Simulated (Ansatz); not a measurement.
AlSb:
```yaml
crystal:
  lattice:
    - [0.00000, 3.08863, 3.08863]
    - [3.08863, 0.00000, 3.08863]
    - [3.08863, 3.08863, 0.00000]
  atoms:
    - { symbol: Sb, position: [0.75000, 0.75000, 0.75000] }
    - { symbol: Al, position: [0.00000, 0.00000, 0.00000] }
```

Relaxed with r²SCAN. Special points in fractions of this cell's reciprocal vectors: Γ (0.000, 0.000, 0.000); X (0.500, 0.000, 0.500); U (0.625, 0.250, 0.625); K (0.375, 0.375, 0.750); L (0.500, 0.500, 0.500); W (0.500, 0.250, 0.750).

Problem. List the band energies nearest the valence-band maximum at these points for plane-wave PAW r²SCAN with spin–orbit coupling (Ansatz code).

Solution. In eV from the valence-band maximum; about four levels below and three above (degenerate sets whole), none deeper than 8.9 eV; points with the same levels are listed once.

| k | below | above |
|---|---|---|
| Γ | 0.00 0.00 0.00 0.00 | 1.83 1.83 3.15 3.15 |
| X | -2.60 -2.60 -2.32 -2.32 | 1.32 1.32 1.53 1.53 |
| U | -3.64 -3.41 -2.10 -2.08 | 1.79 1.80 4.15 |
| L | -1.33 -1.33 -0.97 -0.97 | 1.49 1.49 3.83 3.83 |
| W | -3.50 -3.18 -2.98 -2.93 | 4.02 4.06 4.51 |

Space group F-43m (zinc blende). The cell was relaxed with r²SCAN under the symmetry of its start; of distortions, only those at the zone centre were tested.

Potentials: the later of the program's two PAW sets.
